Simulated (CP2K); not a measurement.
## Si under changes of volume

One of the cells (16.235 Å³/atom); the others are scaled copies at fixed shape and fractional positions:

```
CELL_PARAMETERS angstrom
2.53211 0.00000 0.00000
0.00000 2.53211 0.00000
0.00000 0.00000 2.53211
ATOMIC_POSITIONS crystal
Si 0.50000 0.50000 0.50000
```

The cell was built by a generator and needn't be a form met in nature.

```yaml
Program: CP2K 2026.2
Functional: PBEsol
Potentials_or_basis: POTENTIAL_UZH Si GTH-PBE-q4; TZVP-MOLOPT-PBE-GTH basis
Density_cutoff: 6123 eV
k_mesh: 10 × 10 × 10
Occupations: fermi-dirac, width 0.01 eV
Spin: no spin polarisation
```

| volume (Å³/atom) | energy over the lowest point (meV/atom) | pressure (GPa) |
| --- | --- | --- |
| 15.261 | 14.52 | 6.2 |
| 15.585 | 4.68 | 3.5 |
| 15.910 | 0.00 | 1.1 |
| 16.235 | 0.03 | -1.1 |
| 16.560 | 4.28 | -3.1 |
| 16.884 | ? | ? |
| 17.209 | 23.71 | -6.4 |

What does the run at 16.884 Å³/atom give?

Energy over the lowest point 12.31 meV/atom; pressure -4.8 GPa.

Worked out: A Birch-Murnaghan fit of order 3 (a polynomial in V^(-2/3)) to the other rows has its minimum at 16.07 Å³/atom with B0 = V·E''(V) = 108 GPa and B' = 4.3. It gives 12.28 meV/atom at 16.884 Å³/atom, against the run's 12.31, and -dE/dV = -4.8 GPa, against -4.8.

Energies are extrapolated to zero smearing.

Caveats: the potentials were made for another functional, which shifts forces and pressure; the basis of atomic orbitals isn't converged, which shifts pressures, moduli and gaps.
